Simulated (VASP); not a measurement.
Li2Se: single point with AM05+D4

Crystal: Li2Se.

```
CELL_PARAMETERS angstrom
0.00000 3.00250 3.00250
3.00250 0.00000 3.00250
3.00250 3.00250 0.00000
ATOMIC_POSITIONS crystal
Se 0.00000 0.00000 0.00000
Li 0.75000 0.75000 0.75000
Li 0.25000 0.25000 0.25000
```

| Property | Result |
| --- | --- |
| Program | VASP 6.6.1 |
| Task | single point |
| Functional | AM05 |
| Dispersion | D4 |
| Potentials or basis | VASP PAW PBE potentials, release 64 (Se, Li_sv) |
| Cutoff | 520 eV |
| k mesh | 6 × 6 × 6 |
| Occupations | gaussian, width 0.05 eV |
| Spin | spin-orbit coupling, no magnetisation |

```
Valence electrons inside the program's atomic spheres : Se 3.92; Li 2.08
Dispersion energy per atom                            : -0.068 eV
```

Wall time 4.2 min on 1 thread of Intel(R) Xeon(R) Platinum 8259CL CPU @ 2.50GHz (Skylake/Cascade Lake), on a shared host, peak memory 0.31 GiB.
